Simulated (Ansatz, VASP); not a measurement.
# Two plane-wave programs on Ir

INCAR

```
PREC = Accurate
ENCUT = 520
EDIFF = 1E-6
ISMEAR = 0
SIGMA = 0.15
LREAL = F
LASPH = T
NELM = 100
ALGO = Normal
ISIF = 2
LWAVE = F
LCHARG = T
LELF = T
LVHAR = T
NBANDS = 10
```

The input KPOINTS:

```
Automatic mesh
0
Gamma
  22 22 22
```

File POSCAR:

```
Ir
1.0
    0.0000000000      1.9892203883      1.8414213134
    1.9892203883      0.0000000000      1.8414213134
    1.9892203883      1.9892203883      0.0000000000
Ir
1
Direct
    0.0000000000      0.0000000000      0.0000000000
```

Input for Ansatz:

```yaml
crystal:
  lattice:
    - [0.0, 1.9892203883, 1.8414213134]
    - [1.9892203883, 0.0, 1.8414213134]
    - [1.9892203883, 1.9892203883, 0.0]
  atoms:
    - { symbol: Ir, position: [0.0, 0.0, 0.0] }
basis:
  ecutwfc: 420
kpoints:
  mp_grid: { grid: [22, 22, 22] }
hamiltonian:
  xc: lda
  pseudopotentials: { kind: paw, azcp: { folder: soft_1 } }
scf:
  occupations: { method: gaussian, width: 0.15 }
output:
  forces: true
  stress: true
  eigenvalues: true
```

Alike in both runs: task single point; functional LDA; k mesh 22 × 22 × 22; occupations gaussian, width 0.15 eV; no spin polarisation.

|  | VASP | Ansatz |
| --- | --- | --- |
| version | VASP 6.6.1 | Ansatz 0.2.0 |
| potentials or method | VASP PAW LDA potentials, release 64 (Ir) | scalar-relativistic, plane waves, PAW |
| plane-wave cutoff (eV) | 520 | 420 |
| valence electrons in the cell | 9 | 17 |

|  | VASP | Ansatz | Ansatz less VASP |
| --- | --- | --- | --- |
| gap on the k mesh at the Fermi level (eV) | none | none | - |
| pressure (GPa) | -15.0 | -17.1 | -2.08 |
| largest component of the traceless stress (GPa) | 16.50 | 16.61 | +0.106 |

A gap of «none» marks a metal or a gap that the smearing closes. The two sets of potentials don't hold the same shells in valence. Ansatz warned: «pseudo_functional_mismatch».

Caveats: so large a pressure means that the cell lies far from this level's equilibrium, or that cutoff or potentials fall short (VASP). Spin-orbit coupling is left out, which matters for the levels of Ir.
